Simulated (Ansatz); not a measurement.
A plane-wave DFT run in Ansatz 0.2.0 (scalar-relativistic PAW potentials unless the input names others): input and command.

```yaml
crystal:
  lattice:
    - [0.0, -2.1071057205, -2.1071057205]
    - [0.0, 2.1071057205, -2.1071057205]
    - [4.2142114411, 0.0, 0.0]
  atoms:
    - { symbol: Mg, position: [0.4466092285, 0.5533907715, 0.5] }
    - { symbol: Mg, position: [0.0533907715, -0.0533907715, 0.0] }
    - { symbol: O, position: [0.5299202588, 0.4700797412, 0.0] }
    - { symbol: O, position: [-0.0299202588, 0.0299202588, 0.5] }
basis:
  ecutwfc: 420
kpoints:
  mp_grid: { grid: [8, 8, 6] }
hamiltonian:
  xc: pbesol
scf:
  occupations: { method: gaussian, width: 0.05 }
  initial_density: { chi_scale: 0.1 }
output:
  forces: true
  eigenvalues: true
  stress: true
```

```bash
ansatz run input.yaml --threads 2 --pin off --max-ram 5120MiB --backend cpu --events-out ev --progress --plain --runs-dir out
```

Abridged log:
```
Basis set: ecut = 420 eV, 699 PW (Γ), exchange–correlation on 40×40×60 points (8 copies of the dense FFT grid, shifted against one another)
Bands: 20, of which v1, the nominal top of the filled ones, is band 16 counted from 1 (15 counted from 0)
Symmetry: 8 space group operations
k-points: 84 of 384
SCF iter   1: F=—  HF=-4951.434413 eV  |F-HF|=—  |Δ(HF+E_count)|=         —  Δρ=7.30e-2  dr2=1.01e0  ethr=3.10e-3  ⟨swp⟩=5.5  Hψ=7710  notcnv=0
SCF iter   2: F=—  HF=-4951.248128 eV  |F-HF|=—  |Δ(HF+E_count)|=   1.86e-1  Δρ=2.74e-2  dr2=1.60e-1  ethr=3.10e-3  ⟨swp⟩=2.8  Hψ=3619  notcnv=0
SCF iter   3: F=—  HF=-4951.289567 eV  |F-HF|=—  |Δ(HF+E_count)|=   4.14e-2  Δρ=5.10e-3  dr2=5.14e-3  ethr=5.00e-4  ⟨swp⟩=2.6  Hψ=3056  notcnv=0
SCF iter   4: F=—  HF=-4951.293729 eV  |F-HF|=—  |Δ(HF+E_count)|=   4.16e-3  Δρ=5.61e-4  dr2=1.09e-4  ethr=1.61e-5  ⟨swp⟩=2.4  Hψ=2929  notcnv=0
SCF iter   5: F=—  HF=-4951.293723 eV  |F-HF|=—  |Δ(HF+E_count)|=   5.32e-6  Δρ=1.40e-4  dr2=4.02e-6  ethr=3.40e-7  ⟨swp⟩=2.2  Hψ=2448  notcnv=0
SCF iter   6: F=—  HF=-4951.293787 eV  |F-HF|=—  |Δ(HF+E_count)|=   6.33e-5  Δρ=1.21e-5  dr2=2.89e-8  ethr=3.13e-10  ⟨swp⟩=3.2  Hψ=7566  notcnv=0
SCF iter   7: F=-4951.293787 eV  HF=-4951.293787 eV  |F-HF|=1.36e-10  |Δ(HF+E_count)|=   3.97e-9  Δρ=1.68e-6  dr2=5.50e-10  ethr=9.03e-11  ⟨swp⟩=2.1  Hψ=5517  notcnv=0
SCF 1 converged in 7 iterations: F = -4951.293787 eV  dr2 = 5.50e-10
SCF converged after 7 iterations
Free energy (F): -4951.293787 eV
Harris-Foulkes:  -4951.293787 eV  (|F-HF|=1.36e-10)
Internal energy: -4951.293787 eV  (E = F + TS)
E sigma→0 (E₀):  -4951.293787 eV
Fermi energy:    10.302593 eV
--- Forces (eV/Å), atoms counted from 1 ---
  atom   1  Mg     0.00000000    -1.71006775     0.00000000
  atom   2  Mg     0.00000000     1.71006775     0.00000000
  atom   3  O      0.00000000     0.56228923     0.00000000
  atom   4  O      0.00000000    -0.56228923     0.00000000
--- Stress (GPa, compression-positive) ---
        4.137127       0.000000       0.000000
        0.000000       2.747338       0.000000
        0.000000       0.000000      -2.587833
  P = ⅓ Tr σ = 1.4322 GPa (14.322 kbar)
```

Apart from outputs and empty bands, the input differs from a reference run on usual settings in scf.initial_density.chi_scale: not typed → 0.1. The reference, at the same geometry (not necessarily relaxed), gave pressure 1.43 GPa, largest force 1.710 eV/Å, gap on the mesh 4.38 eV. This run converged in 7 SCF iterations (reference: 6) with an energy at zero smearing within 0.01 meV/atom of the reference's, pressure 1.43 GPa, largest force 1.710 eV/Å, gap on the mesh 4.38 eV.

Time: 4.6 s on 2 threads of Intel(R) Xeon(R) Processor @ 2.50GHz (Skylake/Cascade Lake), with other jobs on the host, peak memory 0.33 GiB.